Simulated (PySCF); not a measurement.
**propanal: 4 charge schemes on one density**

Compound: propanal, C3H6O.
Cartesian coordinates in Å at the PBE0-D3(BJ)/def2-SVP level; atoms count from 1:
```
atom  x, y, z in Å
C1    -1.0634    0.4704   -0.0996
C2     0.0463   -0.5584   -0.1720
C3     1.3777   -0.0584    0.3123
O4     1.5880    1.0576    0.7053
H5    -2.0120    0.0585   -0.4723
H6    -0.8135    1.3595   -0.6961
H7    -1.2168    0.8098    0.9350
H8    -0.1882   -1.4683    0.4116
H9     0.2031   -0.9286   -1.2029
H10    2.2034   -0.8189    0.2831
```

Density: PBE0/pcSseg-1 (PySCF); schemes: Mulliken, IAO, Hirshfeld and ESP-fitted. One conformer (not necessarily the lowest) at the PBE0-D3(BJ)/def2-SVP geometry, without solvent, vibrations or thermal averaging.

Problem. Tabulate the Mulliken, IAO, Hirshfeld and ESP-fitted charges.

Solution. In e:

```tsv
atom	environment	Mulliken	IAO	Hirshfeld	ESP-fitted
C1	methyl carbon	-0.281	-0.412	-0.117	-0.267
C2	sp3 carbon next to a carbonyl	-0.334	-0.305	-0.069	+0.115
C3	aldehyde carbon	+0.221	+0.269	+0.136	+0.430
O4	aldehyde oxygen	-0.350	-0.390	-0.221	-0.455
H5	methyl hydrogen	+0.121	+0.142	+0.043	+0.066
H6	methyl hydrogen	+0.128	+0.149	+0.042	+0.079
H7	methyl hydrogen	+0.127	+0.148	+0.042	+0.078
H8	methylene hydrogen	+0.145	+0.154	+0.052	-0.005
H9	methylene hydrogen	+0.146	+0.155	+0.053	-0.004
H10	formyl hydrogen	+0.077	+0.090	+0.039	-0.037
```

Mean size of the charges over all atoms: IAO 0.222 e, Mulliken 0.193 e, ESP-fitted 0.154 e, Hirshfeld 0.081 e. Each set sums to the total charge, 0, to within 0.001 e. The Mulliken scheme counts on each atom the diagonal of the density matrix times the overlap matrix over that atom's basis functions. The ESP scheme is a least-squares fit of atom-centred charges to the potential on four shells outside the van der Waals surface, with the total charge fixed.

Lowest charge. The schemes don't all agree: Mulliken O4 (-0.350); IAO C1 (-0.412); Hirshfeld O4 (-0.221); ESP-fitted O4 (-0.455).

Highest charge. All schemes agree: Mulliken C3 (+0.221); IAO C3 (+0.269); Hirshfeld C3 (+0.136); ESP-fitted C3 (+0.430).

Problem. Sum the charges by element, for elements with more than one atom.

Solution. 
```tsv
element	atoms	Mulliken	IAO	Hirshfeld	ESP-fitted
C	3	-0.394	-0.448	-0.050	+0.278
H	6	+0.744	+0.838	+0.271	+0.177
```

Problem. How many electrons does the Hirshfeld scheme count on C3?

Solution. Z − q = 6 − (+0.136) = 5.864.

Problem. How closely do the schemes follow one another over all atoms?

Solution. Correlation coefficient and root-mean-square difference: Mulliken with IAO 0.99, 0.049 e; IAO with Hirshfeld 0.94, 0.157 e; Mulliken with Hirshfeld 0.93, 0.127 e; Hirshfeld with ESP-fitted 0.86, 0.146 e; IAO with ESP-fitted 0.72, 0.176 e; Mulliken with ESP-fitted 0.66, 0.180 e.
